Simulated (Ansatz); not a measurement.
## Every step of a relaxation of Re (hcp type)

DFT, PBE, all-electron LAPW, non-relativistic (Ansatz 0.2.0); a Γ-centred 17×17×9 k mesh, Fermi–Dirac smearing of 0.05 eV, no spin polarisation. The run relaxes cell and atoms at a target pressure of 0 GPa.

Command: `ansatz run input.yaml --threads 1 --pin off --max-ram 3072MiB --backend cpu --events-out ev --progress --plain --runs-dir out` It took 5.4 min on 1 thread of Arm Neoverse V2 (shared host), peak memory 0.96 GiB.

```yaml
crystal:
  lattice:
    - [2.7755478259, 0.0, 0.0]
    - [-1.387773913, 2.4036949266, 0.0]
    - [0.0, 0.0, 4.4824474845]
  atoms:
    - { symbol: Re, position: [0.3333333333, 0.6666666667, 0.25] }
    - { symbol: Re, position: [0.6666666667, 0.3333333333, 0.75] }
kpoints:
  mp_grid: { grid: [17, 17, 9] }
scf:
  occupations: { method: fermi_dirac, width: 0.05 }
hamiltonian:
  xc: pbe
  pseudopotentials:
    kind: all_electron
    lapw: { basis_error: 0.0005 }
    relativity: none
output:
  forces: true
  stress: true
  eigenvalues: true
  populations: true
relax:
  f_tol: 0.005
  max_steps: 25
  cell: {}
```

Each step lists its free energy a cell above the last geometry, the pressure, the cell vectors (Å), and Cartesian positions (Å) with forces (eV/Å).

The first step:

```
step 1  dF = 152.45 meV  P = 23.4 GPa
  cell 2.7755 0.0000 0.0000  -1.3878 2.4037 0.0000  0.0000 0.0000 4.4824
  Re 0.0000 1.6025 1.1206   0.0000 0.0000 0.0000
  Re 1.3878 0.8012 3.3618   0.0000 0.0000 0.0000
```

Question: Where does the relaxation end, and by which steps?

Answer: After 5 geometries, with conventional a, b, c = 2.852, 2.852, 4.556 Å, at 16.049 Å³/atom (+7.33 % against the start) in space group P6_3/mmc, with a shortest distance of 2.811 Å. The further steps:
```
step 2  dF = 109.10 meV  P = -15.57 GPa
  cell 2.9143 0.0000 0.0000  -1.4572 2.5239 0.0000  0.0000 0.0000 4.6514
  Re 0.0000 1.6826 1.1629   0.0000 0.0000 0.0000
  Re 1.4572 0.8413 3.4886   0.0000 0.0000 0.0000
step 3  dF = 1.79 meV  P = -2.22 GPa
  cell 2.8600 0.0000 0.0000  -1.4300 2.4768 0.0000  0.0000 0.0000 4.5675
  Re 0.0000 1.6512 1.1419   0.0000 0.0000 0.0000
  Re 1.4300 0.8256 3.4256   0.0000 0.0000 0.0000
step 4  dF = 0.03 meV  P = 0.28 GPa
  cell 2.8512 0.0000 0.0000  -1.4256 2.4692 0.0000  0.0000 0.0000 4.5545
  Re 0.0000 1.6462 1.1386   0.0000 0.0000 0.0000
  Re 1.4256 0.8231 3.4159   0.0000 0.0000 0.0000
step 5  dF = 0.00 meV  P = -0.01 GPa
  cell 2.8521 0.0000 0.0000  -1.4260 2.4700 0.0000  0.0000 0.0000 4.5564
  Re 0.0000 1.6466 1.1391   0.0000 0.0000 0.0000
  Re 1.4260 0.8233 3.4173   0.0000 0.0000 0.0000
step 6  dF = 0.00 meV  P = -0.01 GPa  (same geometry on a basis chosen anew; earlier energies don't compare to the last digit)
  cell 2.8521 0.0000 0.0000  -1.4260 2.4700 0.0000  0.0000 0.0000 4.5564
  Re 0.0000 1.6466 1.1391   0.0000 0.0000 0.0000
  Re 1.4260 0.8233 3.4173   0.0000 0.0000 0.0000
```
